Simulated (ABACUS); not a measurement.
BP:

```xyz
2
Lattice="0.0000 2.2690 2.2690 2.2690 0.0000 2.2690 2.2690 2.2690 0.0000" Properties=species:S:1:pos:R:3 pbc="T T T"
P     3.4035    3.4035    3.4035
B     0.0000    0.0000    0.0000
```

A run of ABACUS 3.10.1 on this cell left the log below. Logs are shortened: lines on timing, memory, paths and dates and some standing lists are left out, and cuts for length are marked.

```text
ABACUS v3.10.1

               Atomic-orbital Based Ab-initio Computation at UStc

 ------------------------------------------------------------------------------------

 READING GENERAL INFORMATION
                           global_out_dir = OUT.BP/
                           global_in_card = INPUT
                               pseudo_dir = ./
                              orbital_dir =
                                    DSIZE = 4
                                    GSIZE = 1

 READING UNITCELL INFORMATION
                                    ntype = 2
                  lattice constant (Bohr) = 1.88973
              lattice constant (Angstrom) = 1

 READING ATOM TYPE 1
                               atom label = P
                      L=0, number of zeta = 1
                      L=1, number of zeta = 1
                      L=2, number of zeta = 1
             number of atom for this type = 1

 READING ATOM TYPE 2
                               atom label = B
                      L=0, number of zeta = 1
                      L=1, number of zeta = 1
                      L=2, number of zeta = 1
             number of atom for this type = 1

                        TOTAL ATOM NUMBER = 2
DIRECT COORDINATES
    atom                   x                   y                   z     mag                  vx                  vy                  vz
taud_P1            0.7500000000        0.7500000000        0.7500000000  0.0000        0.0000000000        0.0000000000        0.0000000000
taud_B1            0.0000000000        0.0000000000        0.0000000000  0.0000        0.0000000000        0.0000000000        0.0000000000

                          Volume (Bohr^3) = 157.663
[... 233 lines left out ...]
     Energy           Rydberg                 eV
----------------------------------------------------------
 E_KohnSham     -19.7628773704       -268.8877411124
 E_Harris       -19.5008541421       -265.3227321999
 E_Fermi        0.6736367410         9.1652980596
----------------------------------------------------------
[... 63 lines left out ...]
 Density error is 2.76656269746e-10
                          Error Threshold = 2.08241364394e-09
----------------------------------------------------------
     Energy           Rydberg                 eV
----------------------------------------------------------
 E_KohnSham     -19.7932877188       -269.3014951298
 E_KS(sigma->0) -19.7932877143       -269.3014950685
 E_Harris       -19.7932724901       -269.3012879314
 E_band         1.6176945184         22.0098630734
 E_one_elec     6.5723732800         89.4217259911
 E_Hartree      1.2624563644         17.1766000326
 E_xc           -6.6448778124        -90.4082007619
 E_Ewald        -20.9832395419       -285.4916202691
 E_entropy(-TS) -0.0000000090        -0.0000001224
 E_descf        0.0000000000         0.0000000000
 E_exx          0.0000000000         0.0000000000
 E_Fermi        0.7240324997         9.8509675327
----------------------------------------------------------

 charge density convergence is achieved
 final etot is -269.30149513 eV
 EFERMI = 9.8509675327 eV

 STATE ENERGY(eV) AND OCCUPATIONS    NSPIN == 1
 1/5 kpoint (Cartesian) = 0.0000 0.0000 0.0000 (1807 pws)
       1       -6.21692     0.00583090
       2        9.24236     0.00583087
       3        9.24236     0.00583087
       4        9.24236     0.00583087
       5        12.6486    2.92315e-27
       6        12.6486    2.92315e-27
       7        12.6486    2.92315e-27
       8        16.6008    1.37322e-61
[... 31 lines left out ...]
 5/5 kpoint (Cartesian) = 0.0000 0.0000 0.062960 (1788 pws)
       1       -5.72757      0.0349854
       2        7.75287      0.0349854
       3        7.82830      0.0349854
       4        7.82830      0.0349854
       5        11.8821    7.97448e-20
       6        14.5953    2.16490e-43
       7        14.5953    2.16490e-43
       8        16.6019    8.05070e-61

------------------------------------------------------------------------------------------
 TOTAL-FORCE (eV/Angstrom)
------------------------------------------------------------------------------------------
                        P1         0.0000000000         0.0000000000         0.0000000000
                        B1         0.0000000000         0.0000000000         0.0000000000
------------------------------------------------------------------------------------------

----------------------------------------------------------------
 TOTAL-STRESS (KBAR)
----------------------------------------------------------------
        10.3348366239         0.0000000000        -0.0000000000
         0.0000000000        10.3348366239        -0.0000000000
         0.0000000000        -0.0000000000        10.3348366239
----------------------------------------------------------------
 TOTAL-PRESSURE: 10.334837 KBAR

 --------------------------------------------
 !FINAL_ETOT_IS -269.3014951297611788 eV
 --------------------------------------------
```

Question: What input gives this log?

Answer: Single point with PBE, no spin polarisation. The files as run (others can give the same):

INPUT
```
INPUT_PARAMETERS
suffix              BP
calculation         scf
basis_type          pw
pseudo_dir          ./
symmetry            1
dft_functional      pbe
ecutwfc             76
pseudo_rcut         7
nspin               1
nbands              8
ks_solver           dav
smearing_method     fd
smearing_sigma      0.00367493
scf_thr             1e-08
scf_nmax            100
mixing_type         broyden
mixing_beta         0.7
cal_force           1
cal_stress          1
kpar                4
```

STRU
```
ATOMIC_SPECIES
P 30.9738 P.upf
B 10.8100 B.upf

LATTICE_CONSTANT
1.8897261246

LATTICE_VECTORS
0.0000000000 2.2690000000 2.2690000000
2.2690000000 0.0000000000 2.2690000000
2.2690000000 2.2690000000 0.0000000000

ATOMIC_POSITIONS
Direct

P
0.0
1
0.7500000000 0.7500000000 0.7500000000 1 1 1

B
0.0
1
0.0000000000 0.0000000000 0.0000000000 1 1 1
```

KPT
```
K_POINTS
0
Gamma
7 7 7 0 0 0
```

Potentials or basis: PseudoDojo NC SR 0.5 PBE stringent, plane waves.
The run is started by
```bash
$ OMP_NUM_THREADS=1 mpirun -np 4 abacus > log
```
